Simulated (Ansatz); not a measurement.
# Al (hcp)

Computed with Ansatz (plane waves, PAW, 500 eV cutoff): r²SCAN, scalar-relativistic, no spin polarisation, 16×16×10 k-mesh, Gaussian smearing of 0.05 eV. The datasets are Ansatz's generated set soft_2.

```xyz
2
Lattice="2.8446 0.0000 0.0000 -1.4223 2.4635 0.0000 0.0000 0.0000 4.5737" Properties=species:S:1:pos:R:3 pbc="T T T"
Al    0.0000    1.6423    3.4303
Al    1.4223    0.8212    1.1434
```

At room temperature and ambient pressure Al is fcc.

Problem. Which orbitals carry the states at the Fermi level, and how many states are there?

Solution. Within 0.1 eV of it: Al 3p 67 %, Al 3s 33 % (shares among the projected shells). The density of states at the Fermi level is about 0.79 states/eV per cell, averaged over 0.3 eV.

Density of states (tetrahedra, averaged over 0.5 eV; states/eV per cell of 2 atoms; energy in eV from the Fermi level; projections on Löwdin-orthogonalised atomic orbitals, summed over sites):

```tsv
E	total	Al 3p	Al 3s
-5.60	0.55	0.40	0.15
-5.10	0.60	0.45	0.15
-4.60	0.66	0.52	0.14
-4.10	0.65	0.52	0.12
-3.60	0.57	0.46	0.10
-3.10	0.58	0.41	0.15
-2.60	0.59	0.36	0.21
-2.10	0.69	0.43	0.24
-1.60	0.78	0.52	0.23
-1.10	0.72	0.49	0.19
-0.60	0.68	0.46	0.19
-0.10	0.77	0.48	0.24
0.40	0.78	0.49	0.24
0.90	0.83	0.53	0.24
1.40	0.79	0.50	0.23
1.90	0.88	0.58	0.23
2.40	0.83	0.55	0.19
2.90	0.81	0.53	0.17
3.40	0.86	0.55	0.19
3.90	0.83	0.52	0.18
4.40	0.82	0.47	0.20
4.90	0.93	0.52	0.22
```
